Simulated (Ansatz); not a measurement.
# Ga: the cost of one run

Computed with Ansatz 0.2.0 (DFT, PBE, all-electron LAPW, scalar-relativistic, unless a step's input says otherwise).

## 1. The system as given

The structure is tetragonal, space group I4/mmm (No. 139). Conventional cell: a = 2.808 Å, b = 2.808 Å, c = 4.458 Å, α = 90.00°, β = 90.00°, γ = 90.00°. Around Ga (site symmetry 4/mmm) lie 12 Ga at 2.81 to 2.99 Å.

Coordinates:

```cif
data_structure
_symmetry_space_group_name_H-M 'P 1'
_symmetry_Int_Tables_number 1
_cell_length_a 2.9851
_cell_length_b 2.9851
_cell_length_c 2.9851
_cell_angle_alpha 123.888
_cell_angle_beta 123.888
_cell_angle_gamma 83.388
_cell_volume 17.58
loop_
_atom_site_label
_atom_site_type_symbol
_atom_site_fract_x
_atom_site_fract_y
_atom_site_fract_z
_atom_site_occupancy
Ga1 Ga 0.00000 0.00000 0.00000 1
```

The geometry is a database entry used as it stands. It may stem from high pressure or temperature, or be incomplete, so it serves as a test cell.

## 2. With all sphere radii typed as 0.842 Å

Input file input.yaml:

```yaml
crystal:
  lattice:
    - [-1.404, 1.404, 2.229]
    - [1.404, -1.404, 2.229]
    - [1.404, 1.404, -2.229]
  atoms:
    - { symbol: Ga, position: [0.0, 0.0, 0.0] }
kpoints:
  mp_grid: { grid: [16, 16, 16] }
scf:
  occupations: { method: fermi_dirac, width: 0.03 }
hamiltonian:
  xc: pbe
  pseudopotentials:
    kind: all_electron
    lapw: { basis_error: 0.001, muffin_tin_radii: { Ga: 0.842 } }
output:
  forces: true
  stress: true
  eigenvalues: true
```

Run with:

```bash
$ ansatz run input.yaml --threads 1 --pin off --max-ram 2048MiB --backend cpu --events-out ev --progress --plain --runs-dir out
```

Q: Estimate wall time and peak memory on 1 thread of Arm Neoverse V1, shared host.

About 77 s, with a peak of 0.95 GiB.
